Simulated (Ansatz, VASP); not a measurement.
# Al: VASP beside Ansatz

Contents of POSCAR:

```
Al
1.0
    3.0233895029      0.0000000000      0.0000000000
   -1.5116947514      2.6183321150      0.0000000000
    0.0000000000      0.0000000000      4.8668500000
Al
2
Direct
    0.6666666667      0.3333333333      0.7500000000
    0.3333333333      0.6666666667      0.2500000000
```

The input INCAR.step1:

```
PREC = Accurate
ENCUT = 520
ISMEAR = 0
SIGMA = 0.15
LREAL = F
LASPH = T
NELM = 80
NBANDS = 10
GGA = PE
ALGO = Normal
EDIFF = 1E-4
LWAVE = T
LCHARG = F
```

Contents of INCAR.step2:

```
PREC = Accurate
ENCUT = 520
EDIFF = 1E-6
ISMEAR = 0
SIGMA = 0.15
LREAL = F
LASPH = T
NELM = 80
ALGO = Normal
ISIF = 2
LWAVE = F
LCHARG = F
METAGGA = R2SCAN
LMIXTAU = T
NBANDS = 10
ISTART = 1
```

KPOINTS

```
Automatic mesh
0
Gamma
  18 18 10
```

Input for Ansatz:

```yaml
crystal:
  lattice:
    - [3.0233895029, 0.0, 0.0]
    - [-1.5116947514, 2.618332115, 0.0]
    - [0.0, 0.0, 4.86685]
  atoms:
    - { symbol: Al, position: [0.6666666667, 0.3333333333, 0.75] }
    - { symbol: Al, position: [0.3333333333, 0.6666666667, 0.25] }
basis:
  ecutwfc: 500
kpoints:
  mp_grid: { grid: [18, 18, 10] }
hamiltonian:
  xc: r2scan
scf:
  occupations: { method: gaussian, width: 0.15 }
output:
  forces: true
  stress: true
  eigenvalues: true
```

Change from the starting cell: strain +0.0750 x Voigt [1, 1, 0, 0, 0, 0], atoms carried along.

Alike in both runs: task single point; functional r2SCAN; k mesh 18 × 18 × 10; occupations gaussian, width 0.15 eV; no spin polarisation.

|  | VASP | Ansatz |
| --- | --- | --- |
| version | VASP 6.6.1 | Ansatz 0.2.0 |
| potentials or method | VASP PAW PBE potentials, release 64 (Al) | scalar-relativistic, plane waves, PAW |
| plane-wave cutoff (eV) | 520 | 500 |
| valence electrons in the cell | 6 | 6 |

```csv
,VASP,Ansatz,Ansatz less VASP
gap on the k mesh at the Fermi level (eV),none,none,-
pressure (GPa),-10.9,-10.7,+0.18
largest component of the traceless stress (GPa),0.39,0.40,+0.007
```

A gap of «none» marks a metal or a gap that the smearing closes. The functional is the same, so the differences come from potentials, cutoffs and numerics.

Caveats: the PAW data sets were made with another functional, which shifts forces and pressure a little (VASP).
